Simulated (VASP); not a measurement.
A run of VASP 6.6.1 is set up as follows.

File INCAR:

```
  ALGO = Normal
  EDIFF = 1E-7
  EDIFFG = -0.005
  ENCUT = 600
  GGA = PS
  IBRION = 2
  ISIF = 3
  ISMEAR = 0
  LASPH = T
  LCHARG = F
  LREAL = F
  LWAVE = F
  NELM = 80
  NSW = 90
  PREC = Accurate
  SIGMA = 0.03
```

KPOINTS

```
k-points
0
Gamma
  8 8 8
```

The input POSCAR:

```
KBr                                     
1.0
    0.0000000000      3.2798924868      3.2798924868
    3.2798924868     -0.0000000000      3.2798924868
    3.2798924868      3.2798924868      0.0000000000
  K               Br            
     1     1
Direct
     0.0000000000000000    0.0000000000000000    0.0000000000000000
     0.5000000000000000    0.5000000000000000    0.5000000000000000
```

Potentials or basis: VASP PAW PBE potentials, release 64 (K_sv, Br).

Run with:

```sh
$ cat potpaw_PBE.64/K_sv/POTCAR potpaw_PBE.64/Br/POTCAR > POTCAR
$ mpirun -np 1 vasp_std > vasp.out
```

(1) Predict the band gap on the k mesh.

Results:

(1) 4.32 eV, direct.

Caveat: the relaxation stopped at its first step, so nothing moved.
